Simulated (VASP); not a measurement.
Te2Pt: relaxation of cell and atoms with PBE+D3(BJ)

Te2Pt:

```
Te Pt
1.0
     4.01000    0.00000    0.00000
    -2.00500    3.47276    0.00000
     0.00000    0.00000    5.20100
Te Pt
2 1
Cartesian
  0.0000 2.3152 1.3002
  2.0050 1.1576 3.9007
  0.0000 0.0000 0.0000
```

```yaml
Program: VASP 6.6.1
Task: relaxation of cell and atoms
Functional: PBE
Dispersion: D3(BJ)
Potentials_or_basis: VASP PAW PBE potentials, release 64 (Te, Pt)
Cutoff: 600 eV
k_mesh: 9 × 9 × 5
Occupations: gaussian, width 0.03 eV
Spin: no spin polarisation
Further_INCAR_settings: ALGO = Normal; EDIFF = 1e-06; IBRION = 2; EDIFFG = -0.01; NSW = 90; ISIF = 3
```

```json
{"Relaxed volume": "24.11 Å³/atom", "Relaxed cell": "a = 4.047 Å, b = 4.047 Å, c = 5.099 Å, α = 90.00°, β = 90.00°, γ = 120.00°", "Space group after relaxing (to 0.05 Å)": "P-3m1 (No. 164)", "Energy gained by relaxing": "32.9 meV/atom", "Ionic steps": "15", "Pressure after relaxing": "0.0 GPa", "Largest force after relaxing": "0.004 eV/Å", "Band gap on the k mesh": "none (metal or under the smearing width)", "Dispersion energy per atom": "-0.567 eV"}
```

Forces in eV/Å, atoms in the order of the input:
```
Te   0.000  0.000  0.004
Te   0.000  0.000 -0.004
Pt   0.000  0.000  0.000
```

Step by step:
```csv
step,energy change (eV),largest force (eV/Å),pressure (GPa),volume (Å³)
1,0.0000,1.0644,4.59,72.43
2,0.0682,0.4298,-7.14,79.92
3,-0.0608,0.3738,-0.96,75.30
4,-0.0608,0.3862,-0.85,75.24
5,-0.0781,0.2935,-0.65,74.43
6,-0.0947,0.0340,0.05,72.82
7,-0.0948,0.0050,0.11,72.65
8,-0.0978,0.0596,-0.30,72.64
9,-0.0979,0.0759,-0.41,72.63
10,-0.0973,0.0462,0.76,71.77
11,-0.0986,0.0246,0.09,72.27
12,-0.0986,0.0254,0.08,72.28
13,-0.0987,0.0148,-0.02,72.35
14,-0.0987,0.0131,-0.02,72.36
15,-0.0987,0.0037,0.04,72.33
```

Final structure:
```xyz
3
Lattice="4.0471 0.0000 0.0000 -2.0236 3.5049 0.0000 0.0000 0.0000 5.0992" Properties=species:S:1:pos:R:3 pbc="T T T"
Te    0.0000    2.3366    1.3599
Te    2.0236    1.1683    3.7393
Pt    0.0000    0.0000    0.0000
```

Levels at points of the mesh, in eV from the Fermi level:
| k point | band 8 | band 9 | band 10 | band 11 | band 12 | band 13 | band 14 | band 15 |
| --- | --- | --- | --- | --- | --- | --- | --- | --- |
| (0.00, 0.00, 0.00) | -2.60 | -0.43 | -0.43 | 0.84 | 0.84 | 1.66 | 2.66 | 4.27 |

Wall time 2.8 min on 1 thread of Intel(R) Xeon(R) 6975P-C (Granite Rapids), with other jobs on the host, peak memory 0.26 GiB.

Caveat: pairwise dispersion overbinds metals, which lowers pressure and volume. Spin-orbit coupling is left out, which matters for the levels of Pt, Te.
